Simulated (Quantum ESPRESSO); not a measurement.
The system is SnO.

```
Sn O
1.0
     3.81370    0.00000    0.00000
     0.00000    3.81370    0.00000
     0.00000    0.00000    4.88691
Sn O
2 2
Direct
  0.50000 0.00000 0.76463
  0.00000 0.50000 0.23537
  0.00000 0.00000 0.00000
  0.50000 0.50000 0.00000
```

The cell is a database's computed one.

- Program: Quantum ESPRESSO 7.5
- Task: relaxation of cell and atoms
- Functional: PBEsol
- Dispersion: D4
- Potentials or basis: GBRV 1.5 PBEsol
- Cutoff: 925 eV
- Density cutoff: 7401 eV
- k mesh: 5 × 5 × 4
- Occupations: fermi-dirac, width 0.05 eV
- Spin: no spin polarisation

At the start: pressure -1.8 GPa; volume 17.77 Å³/atom.

**Question.** Where does the relaxation end?

**Answer.** Over 25 steps the energy falls by 9.0 meV/atom and the volume is 16.48 Å³/atom (-7.3 %); space group P4/nmm (No. 129, to 0.05 Å).

Step by step:
| step | energy change (eV) | largest force (eV/Å) | pressure (GPa) | volume (Å³) |
| --- | --- | --- | --- | --- |
| 1 | 0.0000 | 0.1098 | -1.82 | 71.08 |
| 2 | -0.0014 | 0.1117 | -1.74 | 70.97 |
| 3 | -0.0038 | 0.1092 | -1.62 | 70.76 |
| 4 | -0.0071 | 0.1066 | -1.41 | 70.46 |
| 5 | -0.0109 | 0.0975 | -1.19 | 70.08 |
| 6 | -0.0147 | 0.0865 | -0.96 | 69.63 |
| 7 | -0.0181 | 0.0687 | -0.69 | 69.14 |
| 8 | -0.0210 | 0.0488 | -0.43 | 68.63 |
| 9 | -0.0236 | 0.0258 | -0.20 | 68.06 |
| 10 | -0.0261 | 0.0075 | 0.03 | 67.48 |
| 11 | -0.0285 | 0.0071 | 0.21 | 66.91 |
| 12 | -0.0310 | 0.0172 | 0.33 | 66.39 |
| 13 | -0.0335 | 0.0245 | 0.36 | 65.96 |
| 14 | -0.0350 | 0.0263 | 0.30 | 65.65 |
| 15 | -0.0347 | 0.0194 | 0.18 | 65.49 |
| 16 | -0.0348 | 0.0196 | 0.18 | 65.50 |
| 17 | -0.0348 | 0.0169 | 0.17 | 65.51 |
| 18 | -0.0349 | 0.0131 | 0.15 | 65.54 |
| 19 | -0.0350 | 0.0127 | 0.16 | 65.57 |
| 20 | -0.0352 | 0.0101 | 0.12 | 65.61 |
| 21 | -0.0353 | 0.0088 | 0.11 | 65.66 |
| 22 | -0.0355 | 0.0060 | 0.10 | 65.71 |
| 23 | -0.0356 | 0.0064 | 0.09 | 65.77 |
| 24 | -0.0358 | 0.0047 | 0.05 | 65.84 |
| 25 | -0.0360 | 0.0031 | -0.03 | 65.92 |

Final structure:
```
CELL_PARAMETERS angstrom
3.78831 0.00000 0.00000
0.00000 3.78831 0.00000
0.00000 0.00000 4.59328
ATOMIC_POSITIONS crystal
Sn 0.50000 0.00000 0.74914
Sn 0.00000 0.50000 0.25086
O 0.00000 0.00000 0.00000
O 0.50000 0.50000 0.00000
```
